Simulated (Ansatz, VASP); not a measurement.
# Cross-check of BN (BN (F-43m)) between VASP and Ansatz

One calculation is typed for both programs; each brings its own data sets. How far apart do they land? The cell is taken from a series of runs on this material, whose earlier steps may have relaxed, scaled, displaced or heated it; both programs get it as it stands.

Program: Ansatz 0.2.0. Level of theory: plane waves, with VASP 6.6.1 beside it; single point at HSE06. Results are calculated unless marked as measured.

**1. The starting structure**

Symmetry: F-43m, No. 216, cubic system. Conventional cell: a = 3.581 Å, b = 3.581 Å, c = 3.581 Å, α = 90.00°, β = 90.00°, γ = 90.00°. Nearest to B lie 4 N at 1.55 Å. Nearest to N lie 4 B at 1.55 Å. Farther neighbours and most contacts between anions are not listed.

Structure file:

```xyz
8
Lattice="3.5806 0.0000 0.0000 0.0000 0.0000 -3.5806 0.0000 3.5806 0.0000" Properties=species:S:1:pos:R:3 pbc="T T T"
B     0.0000    0.0000    0.0000
B     0.0000    1.7903   -1.7903
B     1.7903    1.7903    0.0000
B     1.7903    0.0000   -1.7903
N     0.8951    2.6854   -0.8951
N     0.8951    0.8951   -2.6854
N     2.6854    0.8951   -0.8951
N     2.6854    2.6854   -2.6854
```

**2. Ansatz: single point, HSE06**

Ansatz runs on its default PAW (the set named soft_2) files.

With cell and atoms fixed, the geometry can't cause a difference; cores, projectors, grids and the points listed under the comparison can.

input.yaml

```yaml
crystal:
  lattice:
    - [3.580561465, 0.0, 0.0]
    - [0.0, 0.0, -3.580561465]
    - [0.0, 3.580561465, 0.0]
  atoms:
    - { symbol: B, position: [0.0, 0.0, 0.0] }
    - { symbol: B, position: [0.0, 0.5, 0.5] }
    - { symbol: B, position: [0.5, 0.0, 0.5] }
    - { symbol: B, position: [0.5, 0.5, 0.0] }
    - { symbol: "N", position: [0.25, 0.25, 0.75] }
    - { symbol: "N", position: [0.25, 0.75, 0.25] }
    - { symbol: "N", position: [0.75, 0.25, 0.25] }
    - { symbol: "N", position: [0.75, 0.75, 0.75] }
basis:
  ecutwfc: 420.0
  ecutrho_ratio: 4
  xc_grid: 2
  fft_grid_basis: typed
  precision: f64
kpoints:
  mp_grid: { grid: [2, 2, 2] }
hamiltonian:
  xc: hse06
  pseudopotentials: { kind: paw }
scf:
  max_iter: 100
  occupations: { method: fermi_dirac, width: 0.01 }
output:
  forces: true
checkpoint:
  write: "../host.relax.run"
  compress: false
  write_wavefunctions: true
  write_every: 100000
```

Run with:

```sh
$ ansatz run input.yaml --threads 4 --pin off --max-ram 11304MiB --backend cpu --events-out ev --progress --plain --runs-dir out
```

Numbers of over 12 decimals in the logs are rounded to 6 here.

What it wrote:

```text
exact exchange: scf.exx.singularity resolves to wigner_seitz, which cuts the screened interaction at the faces of the exchange supercell's Wigner-Seitz cell, so that each pair interacts once, at the shortest of its separations (the periodic images that this leaves out come, for a point-like exchange hole, to about 0.119 eV on a filled level). The cut falls within the interaction's reach, and what an exchange supercel [...]
Engine: ansatz 0.2.0, aarch64-unknown-linux-gnu
Pseudopotentials: kind: paw
Pseudopotential: B, paw, valence charge 3, recommended cutoff 420 eV (normal), B.paw.azcp
Pseudopotential: N, paw, valence charge 5, recommended cutoff 420 eV (normal), N.paw.azcp
Functional definition: HSE06
  parameter a = 0.25
  parameter omega = 0.11/bohr
  exchange = pbe_x - a*pbe_x_sr(omega) + a*exact_x_sr(omega)
  correlation = pbe_c
Crystal: 8 atoms, lattice volume = 45.904 Å³
Basis set: ecut = 420 eV, 895 PW (Γ), exchange–correlation on 48×48×48 points (8 copies of the dense FFT grid, shifted against one another)
Bands: 24, of which v1, the nominal top of the filled ones, is band 16 counted from 1 (15 counted from 0)
Symmetry: 96 space group operations
Space group: F-43m (ITA 216), of the structure as read, at distance tolerance 3.6e-5 Å
k-points: 4 of 8
Non-local potential: B, projectors of the file, l = 0: 2, l = 1: 2, l = 2: 1
Non-local potential: N, projectors of the file, l = 0: 2, l = 1: 2, l = 2: 1
PAW form: soft (Blöchl's): semilocal exchange-correlation on the pseudo side does not see the compensation charge
PAW frozen core: B, regenerated for the run's functional, and the local potential with it (the file was generated under x = pbe(κ = 0.804, μ = 0.219515), c = pbe(β = 0.066725))
PAW frozen core: N, regenerated for the run's functional, and the local potential with it (the file was generated under x = pbe(κ = 0.804, μ = 0.219515), c = pbe(β = 0.066725))
PAW one-centre angular grid: B, 110 points (default); XC on 64 Gauss nodes
PAW one-centre angular grid: N, 110 points (default); XC on 64 Gauss nodes
Initial density: superposition of atomic densities (neutral atoms: chi_scale 0, normalization atom), corrected by the library's trained network
Initial wavefunctions: pseudopotential atomic-orbital guess
Functional: x = pbe(κ = 0.804, μ = 0.219515), c = pbe(β = 0.066725), warm-up for x = pbe(κ = 0.804, μ = 0.219515) + 0.25 (exact − pbe) at short range (hse, ω = 0.207870 Å⁻¹), c = pbe(β = 0.066725); HSE06 as pw.x's `hse` composes it (authors' and Libxc's form: `xc: wpbeh`)
SCF iter   1: F=—  HF=-2168.687425 eV  |F-HF|=—  |Δ(HF+E_count)|=         —  Δρ=4.12e-3  dr2=6.67e-3  ethr=1.77e-3  ⟨swp⟩=5.2  Hψ=430  notcnv=0
preconditioner: auto → none  [insulator: Δε(μ)=4.491 eV  Ē_g=18.427 eV  σ=0.010 eV  W_gap=1.00  n_scr=18 (ndim 8)  ℏωp=31.0 eV  f_vac=0.000  D(μ)=0.00/eV (n_scr^D=0)]
iter 2 solved again at ethr=1.66e-6 eV; its pass at ethr=2.08e-5 eV (dr2=5.31e-4 eV) is discarded
SCF iter   2: F=-2168.687118 eV  HF=-2168.686952 eV  |F-HF|=1.66e-4  |Δ(HF+E_count)|=   4.73e-4  Δρ=1.67e-3  dr2=5.39e-4  ethr=1.66e-6  ⟨swp⟩=2.5  Hψ=482  notcnv=0  defer=3
SCF 1 stopped early in 2 iterations: F = -2168.687118 eV  dr2 = 5.39e-4
  greatest PAW one-centre occupation: 0.788 electrons in one spin orbital (limit 2), on the N atom at site 7 (counted from 0), in its partial waves of l = 0
Initial density: handed on by an earlier stage of this run
Initial wavefunctions: those handed on with the density
Functional: x = pbe(κ = 0.804, μ = 0.219515) + 0.25 (exact − pbe) at short range (hse, ω = 0.207870 Å⁻¹), c = pbe(β = 0.066725); HSE06 as pw.x's `hse` composes it (authors' and Libxc's form: `xc: wpbeh`)
Exchange kernel: α = 0.2500, screened, ω = 0.2079 Å⁻¹, Wigner–Seitz truncation, v(0) = 705.9156 eV·Å³, q-mesh 2×2×2, nearest image of the exchange supercell L = 7.16 Å, pair-density grid 18×18×18, without the augmentation charges, whose exchange is taken in its separable form by FFT convolution over the k-point mesh (sized by the pseudopotential files, 24×24×24 at the most), smooth part of the exact exchange by density-matrix convolution
Frozen-core exchange: fock
SCF iter   1: F=—  HF=-2169.486192 eV  |F-HF|=—  |Δ(HF+E_count)|=         —  Δρ=9.79e-3  dr2=1.81e-2  ethr=1.68e-5  ⟨swp⟩=5.2  Hψ=419  notcnv=0
preconditioner: auto → none  [insulator: Δε(μ)=5.792 eV  Ē_g=20.881 eV  σ=0.010 eV  W_gap=1.00  n_scr=18 (ndim 8)  ℏωp=31.0 eV  f_vac=0.000  D(μ)=0.00/eV (n_scr^D=0)]
SCF iter   2: F=—  HF=-2169.479485 eV  |F-HF|=—  |Δ(HF+E_count)|=   6.71e-3  Δρ=4.39e-3  dr2=3.52e-3  ethr=1.68e-5  ⟨swp⟩=3.0  Hψ=229  notcnv=0
SCF iter   3: F=—  HF=-2169.486446 eV  |F-HF|=—  |Δ(HF+E_count)|=   6.96e-3  Δρ=8.68e-4  dr2=2.36e-4  ethr=9.38e-6  ⟨swp⟩=3.2  Hψ=238  notcnv=0  defer=1
SCF iter   4: F=—  HF=-2169.486386 eV  |F-HF|=—  |Δ(HF+E_count)|=   6.01e-5  Δρ=3.15e-4  dr2=3.52e-5  ethr=6.86e-7  ⟨swp⟩=3.0  Hψ=224  notcnv=0
SCF iter   5: F=-2169.486375 eV  HF=-2169.486375 eV  |F-HF|=1.39e-7  |Δ(HF+E_count)|=   1.15e-5  Δρ=5.89e-5  dr2=4.75e-6  ethr=9.71e-8  ⟨swp⟩=3.0  Hψ=207  notcnv=0
SCF 2 stopped early in 5 iterations: F = -2169.486375 eV  dr2 = 4.75e-6
  greatest PAW one-centre occupation: 0.791 electrons in one spin orbital (limit 2), on the N atom at site 7 (counted from 0), in its partial waves of l = 0
hybrid outer 1: dexx = +9.013e-3 eV, tail = 3.05e-5 eV
Exchange kernel: α = 0.2500, screened, ω = 0.2079 Å⁻¹, Wigner–Seitz truncation, v(0) = 705.9156 eV·Å³, q-mesh 2×2×2, nearest image of the exchange supercell L = 7.16 Å, pair-density grid 18×18×18, without the augmentation charges, whose exchange is taken in its separable form by FFT convolution over the k-point mesh (sized by the pseudopotential files, 24×24×24 at the most), smooth part of the exact exchange by density-matrix convolution
Frozen-core exchange: fock
SCF iter   1: F=—  HF=-2169.486545 eV  |F-HF|=—  |Δ(HF+E_count)|=         —  Δρ=7.65e-5  dr2=1.68e-6  ethr=4.77e-7  ⟨swp⟩=4.0  Hψ=225  notcnv=0
preconditioner: auto → none  [insulator: Δε(μ)=5.833 eV  Ē_g=20.885 eV  σ=0.010 eV  W_gap=1.00  n_scr=18 (ndim 8)  ℏωp=31.0 eV  f_vac=0.000  D(μ)=0.00/eV (n_scr^D=0)]
SCF iter   2: F=—  HF=-2169.486544 eV  |F-HF|=—  |Δ(HF+E_count)|=   3.82e-7  Δρ=1.70e-5  dr2=1.07e-7  ethr=4.90e-9  ⟨swp⟩=3.0  Hψ=210  notcnv=0
SCF iter   3: F=-2169.486544 eV  HF=-2169.486544 eV  |F-HF|=1.99e-8  |Δ(HF+E_count)|=   1.49e-8  Δρ=9.39e-6  dr2=6.38e-8  ethr=1.81e-10  ⟨swp⟩=3.2  Hψ=242  notcnv=0
SCF 3 converged in 3 iterations: F = -2169.486544 eV  dr2 = 6.38e-8
  Residual-converged pass: ⟨swp⟩=2.0  Hψ=156  notcnv=0  max |occ|·‖R‖ = 6.4e-6 eV (tolerance 6.7e-6 eV)  dr2=6.40e-8  dr2_onsite=2.05e-9  max |Δocc| = 0.0e0
hybrid outer 2: dexx = +5.812e-7 eV, tail = 1.38e-7 eV, Δε = 1.70e-3 eV (about 1.34e-4 eV left of the loop's levels)
hybrid SCF converged: 2 outer / 8 inner (+2 warm-up), last move |dexx| = 5.81e-7 eV, tail = 1.38e-7 eV
Stability not checked: this state was not tested for a lower state beside it, because the functional holds exact exchange (a hybrid, or Hartree-Fock), whose exchange loop this test does not read (fock_operator; see scf.lower_state_search)
Free energy (F): -2169.486545 eV
Frozen-core exchange: fock
Harris-Foulkes:  -2169.486545 eV  (|F-HF|=1.99e-8)
Internal energy: -2169.486545 eV  (E = F + TS)
E sigma→0 (E₀):  -2169.486545 eV
Fermi energy:    13.709087 eV
--- Per-component energies (eV) ---
  E_band       = 66.122926
  E_kinetic    = 750.839924
  E_local      = -687.329053  (includes V_loc(G=0)·N_el)
  E_nonlocal   = 222.833234
  E_hartree    = 194.300909
  E_xc         = -303.995736
  E_vxc        = -374.429166  (∫ρ·V_xc dr)
  E_exx        = -78.886181  (= α·E_x^exact, valence–valence)
  E_paw        = -819.784589  (= ΣΔE_a)
  E_vpaw       = -76.627492  (= ΣTr[D̂ρ^β])
  E_aug_tail   = 0.000411  (compensation charges beyond the density's cutoff)
  E_ewald      = -1447.326651
  E_core_change = -0.138813  (= ΣΔE_core)
  E_smearing   = -0.000000  (= −TS)
  E_closure    = 0.000001  (closes the sum)
  Σ components = -2169.486545   (vs F -2169.486545, Δ=-4.55e-13)
--- Forces (eV/Å), atoms counted from 1 ---
  atom   1  B      0.00000000     0.00000000     0.00000000
  atom   2  B      0.00000000     0.00000000    -0.00000000
  atom   3  B      0.00000000    -0.00000000    -0.00000000
  atom   4  B      0.00000000     0.00000000    -0.00000000
  atom   5  N     -0.00000000    -0.00000000     0.00000000
  atom   6  N     -0.00000000    -0.00000000     0.00000000
  atom   7  N     -0.00000000    -0.00000000     0.00000000
  atom   8  N     -0.00000000    -0.00000000    -0.00000000
  max |Σ_I F_I| component: 3.50e-22 eV/Å
--- Band table (eV) ---
  k-point 0: bands = [... 12 lower, 5.3278, 10.7925, 10.7925, 10.7925, 16.6256, 16.6256, 16.6256, 21.5174, ... 1 higher]
  k-point 1: bands = [... 12 lower, 7.4574, 7.4574, 7.4574, 7.4574, 19.2525, 19.2525, 22.1638, 22.1638, ... 1 higher]
  k-point 2: bands = [... 12 lower, 8.4728, 8.4728, 8.4728, 8.4728, 22.3609, 22.3609, 22.3609, 22.3609, ... 1 higher]
  k-point 3: bands = [... 12 lower, 8.6354, 8.6354, 8.6354, 8.6354, 23.0473, 23.0473, 23.0473, 23.0473, ... 1 higher]
  guard bands above this table: 3 of the run's 24 bands. The solve was not asked for them (output.publish_guard_bands: true or output.eigenvalues: true publishes all)
```

**3. VASP: single point, HSE06**

The same cell, functional, mesh and smearing now go to VASP, with its own data sets.

Lines of VASP's logs that name or quote its potential files are left out, and so is its time.

The run reads the wave functions of an earlier VASP run, which isn't shown here.

INCAR

```
SYSTEM = BN
PREC = Accurate
ENCUT = 520
EDIFF = 1E-06
NELM = 100
ISMEAR = -1
SIGMA = 0.01
LREAL = .FALSE.
ALGO = Normal
LHFCALC = .TRUE.
AEXX = 0.25
GGA = PE
HFSCREEN = 0.208
LASPH = .TRUE.
NBANDS = 24
PRECFOCK = Fast
LORBIT = 11
LWAVE = .FALSE.
LCHARG = .FALSE.
ISIF = 2
```

POSCAR

```
BN
1.0
    3.5805614650      0.0000000000      0.0000000000
    0.0000000000      0.0000000000     -3.5805614650
    0.0000000000      3.5805614650      0.0000000000
B N
4 4
Direct
    0.0000000000      0.0000000000      0.0000000000
    0.0000000000      0.5000000000      0.5000000000
    0.5000000000      0.0000000000      0.5000000000
    0.5000000000      0.5000000000      0.0000000000
    0.2500000000      0.2500000000      0.7500000000
    0.2500000000      0.7500000000      0.2500000000
    0.7500000000      0.2500000000      0.2500000000
    0.7500000000      0.7500000000      0.7500000000
```

KPOINTS

```
Automatic mesh
0
Gamma
2 2 2
0 0 0
```

The projector-augmented-wave data sets are B and N (PBE family, release 64).

Run with:

```sh
$ export OMP_NUM_THREADS=4
$ mpirun -np 1 vasp_std
```

What it wrote:

```text
[banner, memory and clock lines left out]
running    1 mpi-ranks, on    1 nodes
 distrk:  each k-point on    1 cores,    1 groups
 distr:  one band on    1 cores,    1 groups
 Offloading initialized ...    1 GPUs detected
 POSCAR found type information on POSCAR B N
 POSCAR found :  2 types and       8 ions
 LDA part: xc-table for (Slater+PW92), standard interpolation
 found WAVECAR, reading the header
 POSCAR, INCAR and KPOINTS ok, starting setup
 FFT: planning ... GRIDC
 FFT: planning ... GRID_SOFT
 FFT: planning ... GRID
 reading WAVECAR
 the WAVECAR file was read successfully
 initial charge from wavefunction
 entering main loop
       N       E                     dE             d eps       ncg     rms          rms(c)
DAV:   1    -0.811494634224E+02   -0.81149E+02   -0.91082E-01   200   0.763E+00    0.917E-01
DAV:   2    -0.811531697966E+02   -0.37064E-02   -0.11665E-02   216   0.688E-01    0.596E-01
DAV:   3    -0.811510046485E+02    0.21651E-02   -0.10228E-03   224   0.229E-01    0.332E-01
DAV:   4    -0.811504473467E+02    0.55730E-03   -0.50667E-04   216   0.146E-01    0.187E-01
DAV:   5    -0.811502974302E+02    0.14992E-03   -0.11019E-04   216   0.719E-02    0.104E-01
DAV:   6    -0.811502503238E+02    0.47106E-04   -0.30026E-05   240   0.401E-02    0.561E-02
DAV:   7    -0.811502371113E+02    0.13212E-04   -0.89504E-06   240   0.222E-02    0.304E-02
DAV:   8    -0.811502333877E+02    0.37236E-05   -0.19946E-06   192   0.113E-02    0.170E-02
DAV:   9    -0.811502323763E+02    0.10114E-05   -0.63879E-07   168   0.664E-03    0.958E-03
DAV:  10    -0.811502320958E+02    0.28053E-06   -0.18720E-07   136   0.362E-03
   1 F= -.81150232E+02 E0= -.81150232E+02  d E =-.277413E-11
```

From OUTCAR (step 3):

```text
ion  position               nearest neighbor table
   1  0.000  0.000  0.000-   5 1.55   6 1.55   7 1.55   8 1.55
   2  0.000  0.500  0.500-   5 1.55   6 1.55   7 1.55   8 1.55
   3  0.500  0.000  0.500-   5 1.55   6 1.55   7 1.55   8 1.55
   4  0.500  0.500  0.000-   5 1.55   6 1.55   7 1.55   8 1.55
   5  0.250  0.250  0.750-   1 1.55   2 1.55   3 1.55   4 1.55
   6  0.250  0.750  0.250-   1 1.55   2 1.55   3 1.55   4 1.55
   7  0.750  0.250  0.250-   1 1.55   2 1.55   3 1.55   4 1.55
   8  0.750  0.750  0.750-   1 1.55   2 1.55   3 1.55   4 1.55

  LATTYP: Found a simple cubic cell.
 ALAT       =     3.5805614650

 Subroutine GETGRP returns: Found 24 space group operations
 (whereof 24 operations were pure point group operations)

The static configuration has the point symmetry T_d .

 Found      4 irreducible k-points:

   k-points           NKPTS =      4   k-points in BZ     NKDIM =      8   number of bands    NBANDS=     24

   dimension x,y,z NGX =    28 NGY =   28 NGZ =   28
   dimension x,y,z NGXF=    56 NGYF=   56 NGZF=   56

   ENCUT  =  520.0 eV  38.22 Ry    6.18 a.u.   6.66  6.66  6.66*2*pi/ulx,y,z

   NELECT =      32.0000    total number of electrons

 k-points in reciprocal lattice and weights: Automatic mesh
   0.00000000  0.00000000  0.00000000       0.125
   0.50000000  0.00000000  0.00000000       0.375
   0.50000000  0.50000000  0.00000000       0.375
   0.50000000  0.50000000  0.50000000       0.125

  exchange ACFDT corr.  =         0.00000000  see jH, gK, PRB 81, 115126

 average (electrostatic) potential at core
       1 -21.1515       2 -21.1516       3 -21.1516       4 -21.1516       5 -54.9217
       6 -54.9217       7 -54.9217       8 -54.9217

 E-fermi :   7.1293

 k-point     1 :       0.0000    0.0000    0.0000
  band No.  band energies     occupation
    ...
     12       1.4270      2.00000
     13       1.4270      2.00000
     14       6.8795      2.00000
     15       6.8796      2.00000
     16       6.8796      2.00000
     17      12.7492      0.00000
     18      12.7492      0.00000
     19      12.7492      0.00000
     20      17.6345      0.00000
     21      17.6345      0.00000
    ...

 k-point     2 :       0.5000    0.0000    0.0000
  band No.  band energies     occupation
    ...
     12       2.4948      2.00000
     13       3.5487      2.00000
     14       3.5487      2.00000
     15       3.5487      2.00000
     16       3.5487      2.00000
     17      15.3755      0.00000
     18      15.3755      0.00000
     19      18.2879      0.00000
     20      18.2879      0.00000
     21      20.4827      0.00000
    ...

 k-point     3 :       0.5000    0.5000    0.0000
  band No.  band energies     occupation
    ...
     12       0.6805      2.00000
     13       4.5660      2.00000
     14       4.5660      2.00000
     15       4.5660      2.00000
     16       4.5660      2.00000
     17      18.4806      0.00000
     18      18.4806      0.00000
     19      18.4806      0.00000
     20      18.4806      0.00000
     21      21.3431      0.00000
    ...

  Total        1.8582835      1.8582835      1.8582835     -0.0000000      0.0000000     -0.0000000
  in kB       64.8588378     64.8588378     64.8588378     -0.0000000      0.0000000     -0.0000000
  external PRESSURE =      64.8588378 kB  Pullay stress =       0.0000000 kB

  energy-cutoff  :      520.00
  volume of cell :       45.90
      direct lattice vectors                 reciprocal lattice vectors
     3.580561465  0.000000000  0.000000000     0.279285807 -0.000000000  0.000000000
     0.000000000  0.000000000 -3.580561465     0.000000000  0.000000000 -0.279285807
     0.000000000  3.580561465  0.000000000    -0.000000000  0.279285807  0.000000000

 POSITION                                       TOTAL-FORCE (eV/Angst)
 -----------------------------------------------------------------------------------
      0.00000      0.00000      0.00000        -0.000000     -0.000000      0.000000
      0.00000      1.79028     -1.79028        -0.000000      0.000000     -0.000000
      1.79028      1.79028      0.00000         0.000000      0.000000      0.000000
      1.79028      0.00000     -1.79028         0.000000      0.000000     -0.000000
      0.89514      2.68542     -0.89514        -0.000000      0.000000     -0.000000
      0.89514      0.89514     -2.68542         0.000000     -0.000000      0.000000
      2.68542      0.89514     -0.89514         0.000000      0.000000     -0.000000
      2.68542      2.68542     -2.68542        -0.000000     -0.000000      0.000000
 -----------------------------------------------------------------------------------
    total drift:                                0.000004      0.000001     -0.000002

  FREE ENERGIE OF THE ION-ELECTRON SYSTEM (eV)
  ---------------------------------------------------
  free  energy   TOTEN  =       -81.1502320958 eV

  energy  without entropy=      -81.1502320958  energy(sigma->0) =      -81.15023210

 total charge
# of ion       s       p       d       tot
------------------------------------------
    1        0.686   1.390   0.000   2.076
    2        0.686   1.390   0.000   2.076
    3        0.686   1.390   0.000   2.076
    4        0.686   1.390   0.000   2.076
    5        1.218   2.811   0.000   4.030
    6        1.218   2.811   0.000   4.030
    7        1.218   2.811   0.000   4.030
    8        1.218   2.811   0.000   4.030
--------------------------------------------------
tot          7.619  16.805   0.000  24.423

[... 1 further part left out ...]
```

The run ends at a pressure of 6.49 GPa.

**4. Comparison**

Known differences besides the potentials themselves: exact exchange at q = 0 is treated differently, which shows on coarse meshes; VASP keeps PBE cores, Ansatz makes them for the functional; the cutoff is 420 eV in Ansatz and 520 eV in VASP; VASP takes a coarser grid for exact exchange (PRECFOCK = Fast). Total energies have different zeros and are not compared.

The two programs side by side:

```csv
quantity,Ansatz,VASP,difference
gap on the k mesh (eV),5.833,5.870,-0.037
```

A gap on the mesh is an upper bound, since the band edges may lie between its points.

**5. Summary of results**

```
difference in gap on the k mesh (single point, HSE06) : -0.037 eV
```

The difference in gap on the k mesh is -0.037 eV (single point, HSE06), within the 0.08 eV picked in this series as the mark of a large difference. How closely two codes agree says nothing of how well the functional describes the real material.

[Lines on the potential files, build, host, timing and source positions are cut from VASP's logs without a mark.]

[Logs are printed without paths, hosts, clocks, repeated set-up lines and the standing remarks that a program may print on its own settings, such as how far it seeks lower states.]

[Hosts, paths, dates, database ids (printed as entryN), source tags and the programs' standing remarks are cut or masked in the printed files.]
